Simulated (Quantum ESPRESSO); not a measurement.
**Be in Quantum ESPRESSO: the effect of target pressure**

Crystal: Be.

```
CELL_PARAMETERS angstrom
2.28530 0.00000 0.00000
-1.14265 1.97913 0.00000
0.00000 0.00000 3.58420
ATOMIC_POSITIONS crystal
Be 0.66667 0.33333 0.75000
Be 0.33333 0.66667 0.25000
```

Alike in all runs:

| Property | Result |
| --- | --- |
| Program | Quantum ESPRESSO 7.5 |
| Task | relaxation of cell and atoms |
| Functional | LDA |
| Potentials or basis | SSSP 1.3 efficiency PBE |
| Cutoff | 857 eV |
| Density cutoff | 6884 eV |
| k mesh | 13 × 13 × 8 |
| Occupations | fermi-dirac, width 0.05 eV |
| Spin | no spin polarisation |

Each run relaxes the cell or the atoms first.

```csv
target pressure,relaxed volume (Å³/atom)
0 GPa,7.64
2 GPa,7.52
5 GPa,7.36
10 GPa,7.13
20 GPa,6.74
30 GPa,?
```

What does the run with target pressure 30 GPa give?

Relaxed volume 6.42 Å³/atom.

Worked out: In Murnaghan's law V^(-B') rises as a straight line in P. The other rows fit best with B' = 3.4, V0 = 7.64 Å³/atom and B0 = 129 GPa, which gives 6.43 Å³/atom at 30 GPa, against the run's 6.42.

Caveats: the potentials were made for another functional, which shifts forces and pressure; the volume moved by over 15 % at a fixed basis, so the end points are rough (some runs).
